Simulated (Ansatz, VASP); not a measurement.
## One calculation of B, two programs

INCAR

```
SYSTEM = B
PREC = Accurate ; ENCUT = 520
EDIFF = 1E-7 ; ISMEAR = 0
SIGMA = 0.1 ; LREAL = .False.
LASPH = .True. ; NELM = 100
ALGO = Normal ; ISIF = 2
LWAVE = .False. ; LCHARG = .False.
GGA = PE ; NBANDS = 30
```

KPOINTS

```
Automatic mesh
0
Gamma
  6 6 4
  0 0 0
```

Contents of POSCAR:

```
B
1.0
    4.6326136200      0.0000000000      0.0000000000
   -2.3163068100      4.0119610800      0.0000000000
    0.0000000000      0.0000000000      4.1963663300
B
12
Direct
    0.3667297700      0.2968874200      0.6494079900
    0.7031125800      0.0698423500      0.3160746600
    0.9301576500      0.6332702300      0.9827413300
    0.6332702300      0.7031125800      0.1494079900
    0.2968874200      0.9301576500      0.8160746600
    0.0698423500      0.3667297700      0.4827413300
    0.0698423500      0.7031125800      0.3505920100
    0.2968874200      0.3667297700      0.0172586700
    0.6332702300      0.9301576500      0.6839253400
    0.9301576500      0.2968874200      0.8505920100
    0.7031125800      0.6332702300      0.5172586700
    0.3667297700      0.0698423500      0.1839253400
```

Input for Ansatz:

```yaml
crystal:
  lattice:
    - [4.63261362, 0.0, 0.0]
    - [-2.31630681, 4.01196108, 0.0]
    - [0.0, 0.0, 4.19636633]
  atoms:
    - { symbol: B, position: [0.36672977, 0.29688742, 0.64940799] }
    - { symbol: B, position: [0.70311258, 0.06984235, 0.31607466] }
    - { symbol: B, position: [0.93015765, 0.63327023, 0.98274133] }
    - { symbol: B, position: [0.63327023, 0.70311258, 0.14940799] }
    - { symbol: B, position: [0.29688742, 0.93015765, 0.81607466] }
    - { symbol: B, position: [0.06984235, 0.36672977, 0.48274133] }
    - { symbol: B, position: [0.06984235, 0.70311258, 0.35059201] }
    - { symbol: B, position: [0.29688742, 0.36672977, 0.01725867] }
    - { symbol: B, position: [0.63327023, 0.93015765, 0.68392534] }
    - { symbol: B, position: [0.93015765, 0.29688742, 0.85059201] }
    - { symbol: B, position: [0.70311258, 0.63327023, 0.51725867] }
    - { symbol: B, position: [0.36672977, 0.06984235, 0.18392534] }
basis:
  ecutwfc: 420
kpoints:
  mp_grid: { grid: [6, 6, 4] }
hamiltonian:
  xc: pbe
scf:
  occupations: { method: gaussian, width: 0.1 }
  lower_state_search: "off"
output:
  forces: true
  stress: true
  eigenvalues: true
```

Alike in both runs: task single point; functional PBE; k mesh 6 × 6 × 4; occupations gaussian, width 0.1 eV; no spin polarisation.

|  | VASP | Ansatz |
| --- | --- | --- |
| version | VASP 6.6.1 | Ansatz 0.2.0 |
| potentials or method | VASP PAW PBE potentials, release 64 (B) | scalar-relativistic, plane waves, PAW |
| plane-wave cutoff (eV) | 520 | 420 |
| valence electrons in the cell | 36 | 36 |

VASP gave:

* gap on the k mesh at the Fermi level (eV): none
* rms of the force components (eV/Å): 1.895

Problem. What did Ansatz give for the same quantities?

Solution. gap on the k mesh at the Fermi level (eV): none; rms of the force components (eV/Å): 1.891.

Atom by atom the forces differ by 0.006 eV/Å (rms over components). A gap of «none» marks a metal or a gap that the smearing closes.

Caveats: the k mesh is coarse (spacing up to 0.37 Å⁻¹), so the values aren't converged; forces of over 1 eV/Å show positions far from the minimum, so gaps and moduli don't describe the material at rest.
